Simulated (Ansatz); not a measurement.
# InSe (R3m) in Ansatz: elastic constants with PBEsol

Aim: the elastic constants of InSe with PBEsol.

Everything below comes from runs of Ansatz 0.2.0. Logs are shortened: lines on timing, memory, paths and dates and some standing lists are left out, and cuts for length are marked.

**Experimental background.**

“The Interaction of Hydrogen with the van der Waals Crystal γ-InSe”, 2020, pmc:7321205 reports, for a bulk crystal of InSe at 300 K: band gap 1.25 eV.

The results are compared with them further down.

**1. The crystal as given**

Symmetry: R3m, No. 160, trigonal system. The conventional cell has a = 4.000 Å, b = 4.000 Å, c = 25.320 Å, α = 90.00°, β = 90.00°, γ = 120.00°. Around In (site symmetry 3m) lie 3 Se at 2.63 Å and 1 In at 2.82 Å. Around In (site symmetry 3m) lie 3 Se at 2.64 Å and 1 In at 2.82 Å. Around Se (site symmetry 3m) lie 3 In at 2.63 Å. Se (site symmetry 3m) is surrounded by 3 In at 2.64 Å.

**2. Elastic constants, PBEsol**

Contents of input.yaml:

```yaml
crystal:
  lattice:
    - [2.0, 1.1547005384, 8.44]
    - [-2.0, 1.1547005384, 8.44]
    - [0.0, -2.3094010768, 8.44]
  atoms:
    - { symbol: In, position: [0.8886, 0.8886, 0.8886] }
    - { symbol: In, position: [0.0, 0.0, 0.0] }
    - { symbol: Se, position: [0.1719, 0.1719, 0.1719] }
    - { symbol: Se, position: [0.3835, 0.3835, 0.3835] }
hamiltonian:
  xc: pbesol
  pseudopotentials: { kind: paw }
kpoints:
  mp_grid: { grid: [8, 8, 8] }
scf:
  occupations: { method: fixed }
output:
  forces: true
  stress: true
elastic:
  mode: relaxed_ion
  stencil: two_point
```

Potentials or basis: Ansatz PAW.

Run with:

```sh
$ ansatz run input.yaml --threads 2 --pin off --max-ram 5632MiB --backend cpu --events-out ev --progress --plain --runs-dir out
```

What it wrote:

```text
Warning: RAYON_NUM_THREADS=2 ignored (pool sized by the plan → 2); use --threads N
Engine: ansatz 0.2.0, aarch64-unknown-linux-gnu
Pseudopotentials: kind: paw
Pseudopotential: In, paw, valence charge 13, recommended cutoff 420 eV (normal), In.paw.azcp
Pseudopotential: Se, paw, valence charge 16, recommended cutoff 420 eV (normal), Se.paw.azcp
Functional definition: PBEsol
  exchange = pbesol_x
  correlation = pbesol_c
Crystal: 4 atoms, lattice volume = 116.948 Å³
Basis set: ecut = 420 eV, 2309 PW (Γ), exchange–correlation on 120×120×120 points (8 copies of the dense FFT grid, shifted against one another)
Bands: 35, of which v1, the nominal top of the filled ones, is band 29 counted from 1 (28 counted from 0)
Symmetry: 6 space group operations
Space group: R3m (ITA 160), of the structure as read, at distance tolerance 4.9e-5 Å
k-points: 65 of 512 (time reversal used)
Non-local potential: In, projectors of the file, l = 0: 2, l = 1: 2, l = 2: 2, l = 3: 2
Non-local potential: Se, projectors of the file, l = 0: 2, l = 1: 2, l = 2: 3, l = 3: 1
PAW form: soft (Blöchl's): semilocal exchange-correlation on the pseudo side does not see the compensation charge
PAW frozen core: In, regenerated for the run's functional, and the local potential with it (the file was generated under x = pbe(κ = 0.804, μ = 0.2195149727645171), c = pbe(β = 0.06672455060314922))
PAW frozen core: Se, regenerated for the run's functional, and the local potential with it (the file was generated under x = pbe(κ = 0.804, μ = 0.2195149727645171), c = pbe(β = 0.06672455060314922))
PAW one-centre angular grid: In, 590 points (default); XC on 64 Gauss nodes
PAW one-centre angular grid: Se, 590 points (default); XC on 64 Gauss nodes
Initial density: superposition of atomic densities (neutral atoms: chi_scale 0, normalization atom), corrected by the library's trained network
Initial wavefunctions: pseudopotential atomic-orbital guess
Functional: x = pbesol(κ = 0.804, μ = 0.12345679012345678), c = pbesol(β = 0.046)
SCF iter   1: F=—  HF=-21901.165989 eV  |F-HF|=—  |Δ(HF+E_count)|=         —  Δρ=4.19e-3  dr2=4.71e-2  ethr=1.77e-3  ⟨swp⟩=5.0  Hψ=8077  notcnv=0  defer=260
preconditioner: auto → Resta (q_TF=auto, 2.427 Å⁻¹)  ε∞=3.3  [insulator: Δε(μ)=0.330 eV  Ē_g=13.870 eV  n_scr=30 (ndim 8)  ℏωp=21.2 eV  f_vac=0.087  ε∞_Penn≈3.3]
SCF iter   2: F=—  HF=-21901.153907 eV  |F-HF|=—  |Δ(HF+E_count)|=   1.21e-2  Δρ=1.55e-3  dr2=2.91e-3  ethr=8.12e-5  ⟨swp⟩=2.0  Hψ=2974  notcnv=0  defer=260
SCF iter   3: F=—  HF=-21901.153500 eV  |F-HF|=—  |Δ(HF+E_count)|=   4.07e-4  Δρ=6.52e-4  dr2=6.05e-4  ethr=5.03e-6  ⟨swp⟩=2.0  Hψ=3564  notcnv=0  defer=260
SCF iter   4: F=—  HF=-21901.153568 eV  |F-HF|=—  |Δ(HF+E_count)|=   6.79e-5  Δρ=1.97e-4  dr2=5.78e-5  ethr=1.04e-6  ⟨swp⟩=2.0  Hψ=2743  notcnv=0  defer=260
SCF iter   5: F=—  HF=-21901.153603 eV  |F-HF|=—  |Δ(HF+E_count)|=   3.54e-5  Δρ=4.02e-5  dr2=2.18e-6  ethr=9.96e-8  ⟨swp⟩=2.0  Hψ=2784  notcnv=0  defer=88
SCF iter   6: F=—  HF=-21901.153618 eV  |F-HF|=—  |Δ(HF+E_count)|=   1.45e-5  Δρ=8.76e-6  dr2=1.20e-7  ethr=3.77e-9  ⟨swp⟩=2.0  Hψ=2866  notcnv=0  defer=76
SCF iter   7: F=—  HF=-21901.153618 eV  |F-HF|=—  |Δ(HF+E_count)|=   1.56e-7  Δρ=3.10e-6  dr2=1.40e-8  ethr=2.06e-10  ⟨swp⟩=2.0  Hψ=4071  notcnv=0  defer=76
SCF iter   8: F=—  HF=-21901.153618 eV  |F-HF|=—  |Δ(HF+E_count)|=   1.02e-8  Δρ=1.10e-6  dr2=2.44e-9  ethr=2.42e-11  ⟨swp⟩=2.0  Hψ=4084  notcnv=0  defer=76
SCF iter   9: F=—  HF=-21901.153618 eV  |F-HF|=—  |Δ(HF+E_count)|=   1.85e-9  Δρ=4.52e-7  dr2=3.63e-10  ethr=4.21e-12  ⟨swp⟩=2.0  Hψ=4084  notcnv=0  defer=76
SCF iter  10: F=—  HF=-21901.153618 eV  |F-HF|=—  |Δ(HF+E_count)|=  5.53e-10  Δρ=1.21e-7  dr2=2.88e-11  ethr=6.25e-13 (applied; sched 1.00e-12)  ⟨swp⟩=3.0  Hψ=4084  notcnv=0  defer=76
SCF iter  11: F=—  HF=-21901.153618 eV  |F-HF|=—  |Δ(HF+E_count)|=  5.82e-11  Δρ=4.11e-8  dr2=2.87e-12  ethr=4.97e-14 (applied; sched 1.00e-12)  ⟨swp⟩=2.0  Hψ=3955  notcnv=0  defer=76
SCF iter  12: F=—  HF=-21901.153618 eV  |F-HF|=—  |Δ(HF+E_count)|=    0.00e0  Δρ=1.39e-8  dr2=3.64e-13  ethr=4.95e-15 (applied; sched 1.00e-12)  ⟨swp⟩=2.0  Hψ=4084  notcnv=0  defer=76
SCF iter  13: F=—  HF=-21901.153618 eV  |F-HF|=—  |Δ(HF+E_count)|=    0.00e0  Δρ=5.57e-9  dr2=1.24e-13  ethr=1.00e-12  ⟨swp⟩=10.1  Hψ=11508  notcnv=0
SCF iter  14: F=-21901.153618 eV  HF=-21901.153618 eV  |F-HF|=3.64e-12  |Δ(HF+E_count)|=  3.64e-12  Δρ=2.12e-9  dr2=7.18e-15  ethr=1.00e-12  ⟨swp⟩=4.0  Hψ=6648  notcnv=0
SCF 1 converged in 14 iterations: F = -21901.153618 eV  dr2 = 7.18e-15
relax step   1: F+E_penalty+E_count = -21901.15361778 eV  Δ(F+E_penalty+E_count) = +0.000e0 eV  max|allowed force component| = 3.004e-1 eV/Å  Δτ_max = 0.0000 Å  (14 SCF iters, accepted)
Initial density: handed on by an earlier stage of this run
Initial wavefunctions: pseudopotential atomic-orbital guess (no wavefunctions were taken with the density)
SCF iter   1: F=—  HF=-22073.011065 eV  |F-HF|=—  |Δ(HF+E_count)|=         —  Δρ=5.11e-1  dr2=7.94e2  ethr=3.10e-3  ⟨swp⟩=8.2  Hψ=11754  notcnv=0  defer=243
preconditioner: auto → Resta (q_TF=auto, 2.427 Å⁻¹)  ε∞=3.5  [insulator: Δε(μ)=0.022 eV  Ē_g=8.747 eV  n_scr=30 (ndim 8)  ℏωp=13.7 eV  f_vac=0.076  ε∞_Penn≈3.5]
[... 431 lines left out ...]
Free energy (F): -21901.159564 eV
Harris-Foulkes:  -21901.159564 eV  (|F-HF|=0.00e0)
Internal energy: -21901.159564 eV  (E = F + TS)
E sigma→0 (E₀):  -21901.159564 eV
Fermi energy:    7.105853 eV
--- Per-component energies (eV) ---
  E_band       = -921.197744
  E_kinetic    = 723.246760
  E_local      = -7916.790212  (includes V_loc(G=0)·N_el)
  E_nonlocal   = -448.443663
  E_hartree    = 3643.197015
  E_xc         = -632.969741
  E_vxc        = -395.087316  (∫ρ·V_xc dr)
  E_paw        = -11904.099757  (= ΣΔE_a)
  E_vpaw       = -170.516191  (= ΣTr[D̂ρ^β])
  E_aug_tail   = -0.001161  (compensation charges beyond the density's cutoff)
  E_ewald      = -5367.787512
  E_core_change = 2.488706  (= ΣΔE_core)
  E_smearing   = -0.000000  (= −TS)
  E_closure    = 0.000000  (closes the sum)
  Σ components = -21901.159564   (vs F -21901.159564, Δ=0.00e0)
--- Forces (eV/Å), atoms counted from 1 ---
  atom   1  In     0.00000000    -0.00000000     0.00000927
  atom   2  In     0.00000000    -0.00000000    -0.00001547
  atom   3  Se     0.00000000     0.00000000    -0.00000487
  atom   4  Se     0.00000000     0.00000000     0.00001107
  max |Σ_I F_I| component: 1.01e-9 eV/Å
--- Stress (GPa, compression-positive) ---
        0.183649       0.000000       0.000000
        0.000000       0.183649       0.000000
       -0.000000       0.000000       0.013289
  P = ⅓ Tr σ = 0.1269 GPa (1.269 kbar)
--- Band table (eV; the first three rows and the last of 65) ---
  k-point 0: bands = ["-40.3747", "-40.3747", "-40.3736", "-40.3736", "-40.3479", "-40.3479", "-40.3477", "-40.3477", "-40.3380", "-40.3377", "-7.6272", "-7.4280", "-7.4280", "-7.3381", "-7.3381", "-7.3282", "-7.3282", "-7.1440", "-7.1440", "-7.1340", "-6.4158", "-6.0107", "0.7349", "3.6807", "5.5771", "5.8680", "5.8680", "5.9507", "5.9507", "8.7921", "9.1629", "11.4660", "11.4660", "12.3527", "12.6254"]
  k-point 1: bands = ["-40.3747", "-40.3747", "-40.3736", "-40.3736", "-40.3479", "-40.3479", "-40.3478", "-40.3477", "-40.3379", "-40.3377", "-7.6286", "-7.4898", "-7.4258", "-7.4061", "-7.3328", "-7.3268", "-7.3198", "-7.1801", "-7.1454", "-7.0750", "-6.2371", "-5.8626", "0.8488", "3.4146", "4.8451", "5.4643", "5.6697", "5.7840", "5.9956", "9.1510", "9.8514", "10.7479", "11.6128", "11.9562", "12.6817"]
  k-point 2: bands = ["-40.3747", "-40.3746", "-40.3736", "-40.3735", "-40.3480", "-40.3479", "-40.3478", "-40.3477", "-40.3379", "-40.3376", "-7.6665", "-7.5602", "-7.5275", "-7.4239", "-7.3437", "-7.2993", "-7.2956", "-7.1984", "-7.1484", "-7.0224", "-5.8165", "-5.5040", "1.0555", "2.6505", "3.6567", "5.0970", "5.2764", "5.4000", "6.0940", "9.0730", "9.3040", "11.1411", "11.3247", "11.8134", "13.5027"]
  k-point 64: bands = ["-40.3747", "-40.3747", "-40.3736", "-40.3736", "-40.3479", "-40.3479", "-40.3477", "-40.3477", "-40.3380", "-40.3377", "-7.6271", "-7.4282", "-7.4282", "-7.3380", "-7.3380", "-7.3282", "-7.3282", "-7.1440", "-7.1439", "-7.1439", "-6.2609", "-6.1722", "1.0680", "2.7960", "5.7943", "5.7943", "6.0312", "6.0312", "7.1059", "7.5146", "9.2382", "11.3863", "11.3863", "12.7476", "12.7476"]
--- Elastic constants: 3 strain directions × 2 members + reference (group order 6) ---
  dense FFT box of the reference and of every strained cell: 60×60×60
  strains applied: 11, 33, 23; error gains: componentwise 1.00 (the most a stress slope's error grows in a printed constant), spectral 1.41 (1 for all six strains in a standard setting)
  reference relaxed by the batch: 6 steps; max|allowed force component| 3.00e-1 eV/Å at the deck's positions, 1.55e-5 at the last accepted step, 1.55e-5 by the solve of record
  largest displacement 2.3e-2 Å; the constants are those of the deck's cell at these positions:
  atoms:
    - { symbol: In, position: [0.8895134249175168, 0.8895134249175168, 0.8895134249175167] }
    - { symbol: In, position: [-0.0008558617981094175, -0.0008558617981094175, -0.0008558617981094185] }
    - { symbol: Se, position: [0.17222923084638614, 0.17222923084638614, 0.17222923084638617] }
    - { symbol: Se, position: [0.38311320603420634, 0.38311320603420634, 0.38311320603420634] }
  C = ∂σ_k/∂η_j (tension-positive GPa; Voigt order 11 22 33 23 13 12):
        65.543     20.677      8.812      2.154      0.000      0.000
        20.677     65.543      8.812     -2.154      0.000      0.000
         8.640      8.640     18.258      0.000      0.000      0.000
         2.153     -2.153     -0.000      6.523      0.000      0.000
        -0.000      0.000      0.000     -0.000      6.523      2.153
         0.000     -0.000      0.000      0.000      2.154     22.433
  reference stress σ⁰ (GPa):     -0.184     -0.184     -0.013     -0.000      0.000     -0.000
  C* (energy form; C + prestress term) asymmetry max|C*_kj − C*_jk| = 1.983e-3 GPa — a small one proves nothing (zero by symmetry where the batch's group is 432, −43m or m−3m); a large one is finite-difference/SCF noise where every solve meets its electron count
  moduli (Voigt/Reuss/Hill, GPa): K = 25.07/16.19/20.63   G = 14.51/9.72/12.11   E = 30.39   ν = 0.254
  mechanically stable: yes (min eigenvalue of sym C = 6.24 GPa)
  strain η (Voigt 11):  stress-route row diagonal C_11 = 65.54 GPa, energy-path curvature d²(F+E_count+ΔE)/dδ²/Ω₀ = 65.49 GPa
         δ    σ_11 (GPa)             F (eV)   n_scf  n_hpsi   n_pw
    -2.000e-3      -0.3154      -21901.1591976       4   53884   2305   relax 4 steps, max|allowed force component| 2.32e-5 eV/Å
     2.000e-3      -0.0533      -21901.1597329       4   53634   2313   relax 4 steps, max|allowed force component| 2.27e-5 eV/Å
  strain η (Voigt 33):  stress-route row diagonal C_33 = 18.26 GPa, energy-path curvature d²(F+E_count+ΔE)/dδ²/Ω₀ = 18.25 GPa
         δ    σ_33 (GPa)             F (eV)   n_scf  n_hpsi   n_pw
    -2.000e-3      -0.0508      -21901.1595152       4   23511   2309   relax 3 steps, max|allowed force component| 6.04e-6 eV/Å
     2.000e-3       0.0222      -21901.1595568       4   23756   2315   relax 3 steps, max|allowed force component| 3.88e-5 eV/Å
  strain η (Voigt 23):  stress-route row diagonal C_44 = 6.52 GPa, energy-path curvature d²(F+E_count+ΔE)/dδ²/Ω₀ = 6.56 GPa
         δ    σ_23 (GPa)             F (eV)   n_scf  n_hpsi   n_pw
    -2.000e-3      -0.0129      -21901.1595528       4   53901   2310   relax 6 steps, max|allowed force component| 3.24e-6 eV/Å
     2.000e-3       0.0132      -21901.1595514       4   53640   2309   relax 5 steps, max|allowed force component| 4.28e-5 eV/Å
```

Wall time 14 min (2 threads of Arm Neoverse V2, shared host); peak memory 0.86 GiB.

Results:

```yaml
Free_energy: -21901.1596 eV
Pressure: 0.1 GPa
Band_gap_on_the_k_mesh: 0.41 eV, direct
Voigt_bulk_modulus: 25 GPa
```

Elastic tensor in Voigt notation (GPa, in the Cartesian axes of the cell as first typed):
```
66 21  9  2  0  0
21 66  9 -2  0  0
 9  9 18  0  0  0
 2 -2  0  7  0  0
 0  0  0  0  7  2
 0  0  0  0  2 22
```

Caveat: spin-orbit coupling is left out, which moves the levels of the heavy elements; the PAW data sets come from PBE, with cores solved anew for the run's functional, which leaves a small shift of forces and pressure.

**3. How close it comes**

Step 2. Against the measured gap of InSe, 1.25 eV (300 K; “The Interaction of Hydrogen with the van der Waals Crystal γ-InSe”, 2020, pmc:7321205), the calculated 0.41 eV is off by -0.84 eV. Spin-orbit coupling on In, Se is left out. The value is that of PBEsol on a finite k mesh, which can miss the band edges, without temperature or zero-point motion. Semilocal functionals fall short of measured gaps as a rule.
